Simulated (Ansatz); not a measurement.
# PbS (P-6m2) in Ansatz: convergence with smearing width

Aim: find how far smearing width must go before the results for PbS settle, at PBE. This setting moves, with any that are tied to it; all else stays.

Everything below comes from runs of Ansatz 0.2.0. Logs are shortened: lines on timing, memory, paths and dates and some standing lists are left out, and cuts for length are marked.

## 1. Starting point

The structure is hexagonal, space group P-6m2 (No. 187). Conventional cell: a = 4.090 Å, b = 4.090 Å, c = 3.788 Å, α = 90.00°, β = 90.00°, γ = 120.00°. Around Pb (site symmetry -6m2) lie 6 S at 3.03 Å. S (site symmetry -6m2) is surrounded by 6 Pb at 3.03 Å.

Measurements of this composition are mostly on another form, of space group No. 225.

## 2. With smearing width 0.3 eV

Input file input.yaml:

```yaml
crystal:
  lattice:
    - [4.0896976867, 0.0, 0.0]
    - [-2.0448488433, 3.5417820905, 0.0]
    - [0.0, 0.0, 3.788167]
  atoms:
    - { symbol: Pb, position: [0.0, 0.0, 0.0] }
    - { symbol: S, position: [0.6666666667, 0.3333333333, 0.5] }
kpoints:
  mp_grid: { grid: [8, 8, 7] }
scf:
  occupations: { method: fermi_dirac, width: 0.3 }
hamiltonian:
  xc: pbe
  pseudopotentials: { kind: all_electron, lapw: { basis_error: 0.001 } }
output:
  forces: true
  stress: true
  eigenvalues: true
```

Potentials or basis: all-electron LAPW, scalar-relativistic.

The run is started by

```
> ansatz run input.yaml --threads 1 --pin off --max-ram 3072MiB --backend cpu --events-out ev --progress --plain --runs-dir out
```

Output:

```text
Warning: RAYON_NUM_THREADS=1 ignored (pool sized by the plan → 1); use --threads N
LAPW: plane waves up to 6.683 Å⁻¹, error target 1.0e-3 eV per atom; small_component_spin mean_spin; S in spheres of 1.342 Å, 14 of its electrons in bands, Dirac shells []; Pb in spheres of 1.685 Å, 36 of its electrons in bands, Dirac shells [] (how accurate: hamiltonian.pseudopotentials.lapw.basis_error, Limitations)
band count auto-derived: 32 (N_el = 50.0; filled up to band 25; 30 by the electrons, moments and atoms)
Engine: ansatz 0.2.0, x86_64-unknown-linux-gnu
Pseudopotentials: kind: all_electron
Pseudopotential: Pb, LAPW, valence charge 36, lapw/all_electron/scalar/gaussian/Pb, Koelling and Harmon's equation, gaussian nucleus
Pseudopotential: S, LAPW, valence charge 14, lapw/all_electron/scalar/gaussian/S, Koelling and Harmon's equation, gaussian nucleus
Functional definition: PBE
  parameter kappa = 0.804
  parameter beta = 0.06672455060314922
  exchange = pbe_x(kappa = kappa, mu = beta*pi^2/3)
  correlation = pbe_c(beta = beta)
Crystal: 2 atoms, lattice volume = 54.871 Å³
Basis set: ecut = 170.16690995139464 eV, 279 PW (Γ), exchange–correlation at level 2
Bands: 32, of which v1, the nominal top of the filled ones, is band 25 counted from 1 (24 counted from 0)
Symmetry: 12 space group operations
Space group: P-6m2 (ITA 187), of the structure as read, at distance tolerance 3.8e-5 Å
k-points: 40 of 448 (time reversal used)
Non-local potential: Pb, projectors of the file, none
Non-local potential: S, projectors of the file, none
Initial density: superposition of atomic densities (chi_scale 0.1, normalization cell, long waves kept (reshape's long-wave potential 0.00 eV rms))
Initial wavefunctions: plane waves of lowest kinetic energy (no species holds an atomic orbital)
Functional: x = pbe(κ = 0.804, μ = 0.2195149727645171), c = pbe(β = 0.06672455060314922)
iter 1 solved again at ethr=3.33e-3 eV; its pass at ethr=1.00e-1 eV (dr2=1.67e0 eV) is discarded
SCF iter   1: F=—  HF=-578930.757263 eV  |F-HF|=—  |Δ(HF+E_count)|=         —  Δρ=3.46e-2  dr2=1.67e0  ethr=3.33e-3  ⟨swp⟩=2.0  Hψ=7964  notcnv=0
preconditioner: auto → Resta (q_TF=auto, 2.686 Å⁻¹)  ε∞=2.6  [insulator: Δε(μ)=1.095 eV  Ē_g=17.563 eV  σ=0.300 eV  W_gap=0.71  n_scr=20 (ndim 8)  ℏωp=22.4 eV  f_vac=0.108  D(μ)=0.11/eV (n_scr^D=0)  ε∞_Penn≈2.6]
iter 2 solved again at ethr=1.51e-4 eV; its pass at ethr=3.33e-3 eV (dr2=7.56e-2 eV) is discarded
SCF iter   2: F=—  HF=-578930.165392 eV  |F-HF|=—  |Δ(HF+E_count)|=   5.92e-1  Δρ=7.99e-3  dr2=7.56e-2  ethr=1.51e-4  ⟨swp⟩=2.1  Hψ=6157  notcnv=0
preconditioner: auto → Kerker (q_TF=auto, 2.686 Å⁻¹)  [metal: Δε(μ)=0.382 eV  Ē_g=17.824 eV  σ=0.300 eV  W_gap=0.29  n_scr=20 (ndim 8)  ℏωp=22.4 eV  f_vac=0.120  D(μ)=0.30/eV (n_scr^D=0)]
SCF iter   3: F=—  HF=-578930.170572 eV  |F-HF|=—  |Δ(HF+E_count)|=         —  Δρ=8.54e-3  dr2=1.09e-1  ethr=1.51e-4  ⟨swp⟩=2.0  Hψ=3694  notcnv=0
the basis was enlarged: its passes take 126.3 KiB over the memory plan, 1 of 1 planned eigensolver slots
SCF iter   4: F=—  HF=-578930.160430 eV  |F-HF|=—  |Δ(HF+E_count)|=   1.01e-2  Δρ=1.84e-3  dr2=2.11e-3  ethr=1.51e-4  ⟨swp⟩=2.0  Hψ=3279  notcnv=0
SCF iter   5: F=—  HF=-578930.161649 eV  |F-HF|=—  |Δ(HF+E_count)|=   1.22e-3  Δρ=9.80e-4  dr2=7.13e-4  ethr=4.22e-6  ⟨swp⟩=3.0  Hψ=3774  notcnv=0
SCF iter   6: F=—  HF=-578930.161699 eV  |F-HF|=—  |Δ(HF+E_count)|=   5.06e-5  Δρ=5.44e-4  dr2=3.37e-4  ethr=1.43e-6  ⟨swp⟩=3.0  Hψ=3792  notcnv=0
SCF iter   7: F=—  HF=-578930.161984 eV  |F-HF|=—  |Δ(HF+E_count)|=   2.85e-4  Δρ=2.43e-4  dr2=6.00e-5  ethr=6.74e-7  ⟨swp⟩=3.0  Hψ=3882  notcnv=0
SCF iter   8: F=—  HF=-578930.162045 eV  |F-HF|=—  |Δ(HF+E_count)|=   6.08e-5  Δρ=6.42e-5  dr2=5.36e-6  ethr=1.20e-7  ⟨swp⟩=3.0  Hψ=3931  notcnv=0
SCF iter   9: F=—  HF=-578930.162045 eV  |F-HF|=—  |Δ(HF+E_count)|=   2.66e-7  Δρ=2.24e-5  dr2=6.26e-7  ethr=1.07e-8  ⟨swp⟩=3.0  Hψ=3811  notcnv=0
SCF iter  10: F=—  HF=-578930.162045 eV  |F-HF|=—  |Δ(HF+E_count)|=   4.47e-8  Δρ=9.78e-6  dr2=1.00e-7  ethr=1.25e-9  ⟨swp⟩=2.1  Hψ=3732  notcnv=0
SCF iter  11: F=-578930.162045 eV  HF=-578930.162045 eV  |F-HF|=1.40e-9  |Δ(HF+E_count)|=  1.16e-10  Δρ=4.35e-6  dr2=1.90e-8  ethr=2.01e-10  ⟨swp⟩=3.0  Hψ=3791  notcnv=0
SCF 1 converged in 11 iterations: F = -578930.162045 eV  dr2 = 1.90e-8
SCF converged after 11 iterations
Free energy (F): -578930.162045 eV
Harris-Foulkes:  -578930.162045 eV  (|F-HF|=1.40e-9)
Internal energy: -578930.050559 eV  (E = F + TS)
E sigma→0 (E₀):  -578930.106302 eV
Entropy (-TS):   -0.111486 eV (-55.743 meV/atom)
Fermi energy:    10.761466 eV
--- Per-component energies (eV) ---
  E_band       = -3568.000042
  E_kinetic    = 665881.325952
  E_xc         = -11277.674303
  E_electrostatic = -1233533.702208  (all electrons and nuclei)
  E_smearing   = -0.111486  (= −TS)
  E_closure    = 0.000000  (closes the sum)
  E_atoms      = -578921.625793  (free atoms, spherical and without spin; not in F)
  Σ components = -578930.162045   (vs F -578930.162045, Δ=0.00e0)
  Basis errors (estimates in eV, not in F): energy 3.7e-4 per atom: plane waves 3.2e-4 (1.8e-4 summed), levels above the bands 2.7e-16, relativity 4.1e-8, radial functions 4.4e-5, core shells 3.8e-9; eigenvalues (radial functions only) 5.3e-4; not estimated: angular momenta, meshes, grids; target (lapw.basis_error) 1.0e-3; muffin-tin radii S 1.342 Å, Pb 1.685 Å
--- Forces (eV/Å), atoms counted from 1 ---
  atom   1  Pb     0.00000000     0.00000000     0.00000000
  atom   2  S      0.00000000     0.00000000    -0.00000000
  max |Σ_I F_I| component: 1.04e-17 eV/Å
--- Stress (GPa, compression-positive) ---
       -0.429284      -0.000000       0.000000
       -0.000000      -0.429284       0.000000
        0.000000       0.000000       0.078139
  P = ⅓ Tr σ = -0.2601 GPa (-2.601 kbar)
--- Band table (eV; the first three rows and the last of 40) ---
  k-point 0: bands = ["-194.4562", "-139.2375", "-139.2341", "-139.2341", "-128.9154", "-117.9511", "-117.9511", "-117.9457", "-117.9454", "-117.9454", "-117.9452", "-117.9452", "-70.7660", "-70.7660", "-70.7422", "-6.3194", "-6.2833", "-6.2833", "-6.1953", "-6.1953", "-2.6026", "4.1263", "8.3950", "8.8669", "8.8669", "14.0393", "14.0393", "15.8261", "17.0685", "17.6407", "21.6005", "21.6005"]
  k-point 1: bands = ["-194.4562", "-139.2375", "-139.2341", "-139.2341", "-128.9154", "-117.9511", "-117.9511", "-117.9457", "-117.9454", "-117.9454", "-117.9452", "-117.9452", "-70.7660", "-70.7660", "-70.7422", "-6.2968", "-6.2818", "-6.2818", "-6.2039", "-6.2039", "-2.4529", "3.6533", "8.6435", "8.9652", "8.9652", "14.1304", "14.1304", "15.2318", "17.4152", "17.8935", "20.0084", "20.0084"]
  k-point 2: bands = ["-194.4562", "-139.2375", "-139.2341", "-139.2341", "-128.9154", "-117.9511", "-117.9511", "-117.9457", "-117.9454", "-117.9454", "-117.9452", "-117.9452", "-70.7660", "-70.7660", "-70.7424", "-6.2782", "-6.2782", "-6.2464", "-6.2231", "-6.2231", "-2.0470", "2.6347", "9.2016", "9.2016", "9.2916", "13.5256", "14.3258", "14.3258", "18.4677", "18.8638", "18.8638", "19.3366"]
  k-point 39: bands = ["-194.4562", "-139.2375", "-139.2341", "-139.2341", "-128.9154", "-117.9511", "-117.9511", "-117.9457", "-117.9454", "-117.9454", "-117.9452", "-117.9452", "-70.7661", "-70.7660", "-70.7425", "-6.3196", "-6.2654", "-6.2625", "-6.2347", "-6.1646", "-0.8590", "3.3412", "6.5154", "6.9001", "8.1843", "10.7015", "14.5240", "16.0249", "18.2458", "21.0738", "21.8046", "22.7940"]
```

Run time: 38 s. Hardware: 1 thread of Intel Xeon at 2.50GHz (Skylake/Cascade Lake), shared host; peak memory 0.32 GiB.

Results:

| Property | Result |
| --- | --- |
| Free energy | -578930.1620 eV |
| Pressure | -0.3 GPa |
| Band gap on the k mesh | none (metal or under the smearing width) |

## 3. With smearing width 0.2 eV

input.yaml, as its differences from that of step 2:

```diff
@@ -11,3 +11,3 @@
 scf:
-  occupations: { method: fermi_dirac, width: 0.3 }
+  occupations: { method: fermi_dirac, width: 0.2 }
 hamiltonian:
```

Potentials or basis: all-electron LAPW, scalar-relativistic.

The run is started by

```
> ansatz run input.yaml --threads 1 --pin off --max-ram 3072MiB --backend cpu --events-out ev --progress --plain --runs-dir out
```

Run time: 33 s. Hardware: 1 thread of Intel Xeon at 2.50GHz (Skylake/Cascade Lake), shared host; peak memory 0.32 GiB.

What came out:

```yaml
Free_energy: -578930.1352 eV
Pressure: -0.2 GPa
```

## 4. With smearing width 0.15 eV

input.yaml, as its differences from that of step 3:

```diff
@@ -11,3 +11,3 @@
 scf:
-  occupations: { method: fermi_dirac, width: 0.2 }
+  occupations: { method: fermi_dirac, width: 0.15 }
 hamiltonian:
```

The run is started by

```
> ansatz run input.yaml --threads 1 --pin off --max-ram 3072MiB --backend cpu --events-out ev --progress --plain --runs-dir out
```

Run time: 36 s. Hardware: 1 thread of Intel Xeon at 2.50GHz (Skylake/Cascade Lake), shared host; peak memory 0.32 GiB.

What came out:

```
Free energy : -578930.1277 eV
Pressure    : -0.1 GPa
```

## 5. With smearing width 0.1 eV

input.yaml, as its differences from that of step 4:

```diff
@@ -11,3 +11,3 @@
 scf:
-  occupations: { method: fermi_dirac, width: 0.15 }
+  occupations: { method: fermi_dirac, width: 0.1 }
 hamiltonian:
```

The run is started by

```
> ansatz run input.yaml --threads 1 --pin off --max-ram 3072MiB --backend cpu --events-out ev --progress --plain --runs-dir out
```

It took 31 s on 1 thread of Intel Xeon at 2.50GHz (Skylake/Cascade Lake), shared host; peak memory 0.32 GiB.

What came out:

```
Free energy : -578930.1234 eV
Pressure    : 0.0 GPa
```

## 6. With smearing width 0.05 eV

input.yaml, as its differences from that of step 5:

```diff
@@ -11,3 +11,3 @@
 scf:
-  occupations: { method: fermi_dirac, width: 0.1 }
+  occupations: { method: fermi_dirac, width: 0.05 }
 hamiltonian:
```

Potentials or basis: all-electron LAPW, scalar-relativistic.

The run is started by

```
> ansatz run input.yaml --threads 1 --pin off --max-ram 3072MiB --backend cpu --events-out ev --progress --plain --runs-dir out
```

Run time: 30 s. Hardware: 1 thread of Intel Xeon at 2.50GHz (Skylake/Cascade Lake), shared host; peak memory 0.32 GiB.

What came out:

- Free energy: -578930.1212 eV
- Pressure: 0.0 GPa
- Band gap on the k mesh: 0.21 eV, indirect (least direct gap 1.64 eV)

## 7. With smearing width 0.025 eV

input.yaml, as its differences from that of step 6:

```diff
@@ -11,3 +11,3 @@
 scf:
-  occupations: { method: fermi_dirac, width: 0.05 }
+  occupations: { method: fermi_dirac, width: 0.025 }
 hamiltonian:
```

The run is started by

```
> ansatz run input.yaml --threads 1 --pin off --max-ram 3072MiB --backend cpu --events-out ev --progress --plain --runs-dir out
```

Wall time 30 s (1 thread of Intel Xeon at 2.50GHz (Skylake/Cascade Lake), shared host); peak memory 0.32 GiB.

The run converged. Its results:

```yaml
Free_energy: -578930.1208 eV
Pressure: 0.1 GPa
Band_gap_on_the_k_mesh: 0.21 eV, indirect (least direct gap 1.64 eV)
```

## 8. With smearing width 0.01 eV

input.yaml, as its differences from that of step 7:

```diff
@@ -11,3 +11,3 @@
 scf:
-  occupations: { method: fermi_dirac, width: 0.025 }
+  occupations: { method: fermi_dirac, width: 0.01 }
 hamiltonian:
```

The run is started by

```
> ansatz run input.yaml --threads 1 --pin off --max-ram 3072MiB --backend cpu --events-out ev --progress --plain --runs-dir out
```

Wall time 28 s (1 thread of Intel Xeon at 2.50GHz (Skylake/Cascade Lake), shared host); peak memory 0.32 GiB.

The run converged. Its results:

* Free energy: -578930.1208 eV
* Pressure: 0.1 GPa
* Band gap on the k mesh: 0.21 eV, indirect (least direct gap 1.64 eV)

## 9. Summary

```
smearing width  energy less the tightest run, at zero smearing (meV/atom)  pressure (GPa)  SCF cycles  CPU time (s)  peak memory (GiB)
        0.3 eV                                                       7.25           -0.26          11            38               0.32
        0.2 eV                                                       1.96           -0.18          11            33               0.32
       0.15 eV                                                       0.91           -0.11          11            36               0.32
        0.1 eV                                                       0.24           -0.04           9            31               0.32
       0.05 eV                                                       0.11            0.03           9            30               0.32
      0.025 eV                                                       0.02            0.08           9            30               0.32
       0.01 eV                                                       0.00            0.08           9            28               0.32
```

Against the tightest run, the energy stays within 1 meV/atom from 0.15 eV on; the pressure stays within 0.1 GPa from 0.05 eV on. The tightest run that finished is the yardstick and may itself not be fully converged.

Caveats: spin-orbit coupling is left out, which as a rule narrows the gap of such compounds by several tenths of an eV; an odd mesh through Γ misses points on the zone boundary, where band edges often lie.
